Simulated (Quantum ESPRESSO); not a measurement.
NiO2: equation of state with PBEsol

NiO2:

```
CELL_PARAMETERS angstrom
1.40213 0.80952 6.97429
-1.40213 0.80952 6.97429
0.00000 -1.61904 6.97429
ATOMIC_POSITIONS crystal
Ni 0.00000 0.00000 0.00000
O 0.37879 0.37879 0.37879
O 0.62121 0.62121 0.62121
```

The cell comes from a database or a generator and needn't be the stable form of this composition.

```json
{
 "Program": "Quantum ESPRESSO 7.5",
 "Task": "equation of state",
 "Functional": "PBEsol",
 "Potentials or basis": "GBRV 1.5 PBEsol",
 "Cutoff": "612 eV",
 "Density cutoff": "4898 eV",
 "k mesh": "9 × 9 × 9",
 "Occupations": "fermi-dirac, width 0.05 eV",
 "Spin": "collinear spin, ferromagnetic start",
 "Starting moments": "[1.0, 0.0, 0.0] μB"
}
```

```
Equilibrium volume                        : 15.42 Å³/atom
Bulk modulus at fixed shape and positions : 135 GPa
Pressure derivative of the bulk modulus   : 4.5
```

Energy against volume, from the lowest point:
| volume (Å³/atom) | energy (meV/atom) |
| --- | --- |
| 14.882 | 8.32 |
| 15.199 | 1.19 |
| 15.516 | 0.00 |
| 15.832 | 4.15 |
| 16.149 | 13.03 |
| 16.466 | 26.12 |
| 16.782 | 43.02 |

All runs of the series together: 28 min on 2 threads of Intel(R) Xeon(R) 6975P-C (Granite Rapids), on a shared host.

Caveat: the cell was scaled at fixed shape and fractional positions, which overstates the stiffness of a crystal with free parameters, most of all of layers and chains.
